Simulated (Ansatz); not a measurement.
MgAl2O4:
```xyz
14
Lattice="0.0000 4.0421 4.0421 4.0421 0.0000 4.0421 4.0421 4.0421 0.0000" Properties=species:S:1:pos:R:3 pbc="T T T"
Mg     4.0421     4.0421     4.0421
Mg     6.0631     6.0631     6.0631
Al     1.0105     1.0105     1.0105
Al     1.0105     3.0316     3.0316
Al     3.0316     3.0316     1.0105
Al     3.0316     1.0105     3.0316
O      7.1835     7.1835     7.1835
O      2.9218     5.1624     5.1624
O      4.9428     4.9428     7.1835
O      5.1624     2.9218     5.1624
O      7.1835     4.9428     4.9428
O      2.9218     2.9218     2.9218
O      4.9428     7.1835     4.9428
O      5.1624     5.1624     2.9218
```

Cartesian axes are those of the cell as given.

### Question
Give the high-frequency dielectric tensor and the Born effective charge tensors of the independent atoms from DFPT, DFT-r²SCAN in the program Ansatz with PAW potentials.

### Answer

ε∞:
```
2.90  0.00  0.00
0.00  2.90  0.00
0.00  0.00  2.90
```
Z* of atom 1 (Mg), rows: field, columns: displacement, in e:
```
2.03  0.00  0.00
0.00  2.03  0.00
0.00  0.00  2.03
```
Z* of atom 3 (Al), rows: field, columns: displacement, in e:
```
2.80  0.28  0.28
0.28  2.80  0.28
0.28  0.28  2.80
```
Z* of atom 7 (O), rows: field, columns: displacement, in e:
```
-1.91   0.00   0.00
 0.00  -1.91   0.00
 0.00   0.00  -1.91
```

Static charges for comparison (Bader): Mg1 +1.74, Al3 +2.59, O7 -1.73 e. Born charges measure polarisation by displacement and can exceed these by far.

Space group Fd-3m (spinel). Symmetry was held in the r²SCAN relaxation.

Potentials: the later of the program's two PAW sets.
